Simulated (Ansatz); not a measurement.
Crystal: ZnSe.

```
Se Zn
1.0
     4.10770    0.00000    0.00000
     0.00000    4.10770    0.00000
     0.00000    0.00000    6.07035
Se Zn
2 2
Direct
  0.50000 0.00000 0.75372
  0.00000 0.50000 0.24628
  0.50000 0.50000 0.00000
  0.00000 0.00000 0.00000
```

Measurements of this composition are mostly on another form, of space group No. 216.

Base run:

```yaml
Program: Ansatz 0.2.0
Functional: HSE06 form with a typed share of exact exchange
Potentials_or_basis: Ansatz PAW
Cutoff: "420 eV (not typed: the program's choice for these potentials)"
k_mesh: 4 × 4 × 3
Occupations: fermi-dirac, width 0.05 eV
Spin: no spin polarisation
```

Its results: band gap on the k mesh 2.95 eV, direct; pressure -1.0 GPa; largest force 0.393 eV/Å.

Problem. After a change of settings the same cell gave: band gap on the k mesh 2.55 eV, direct; pressure -0.7 GPa; largest force 0.279 eV/Å. Which change was it?
A. share of exact exchange from 0.25 to 0.3
B. share of exact exchange from 0.25 to 0.2
C. share of exact exchange from 0.25 to 0.4
D. share of exact exchange from 0.25 to 0.15

Solution. D.

Caveats: odd divisions of the mesh miss points on the zone boundary, where band edges often lie, so the gap on the mesh can be too wide; the PAW data sets come from PBE, with cores solved anew for the run's functional, which leaves a small shift of forces and pressure; the thresholds are loose for stress.
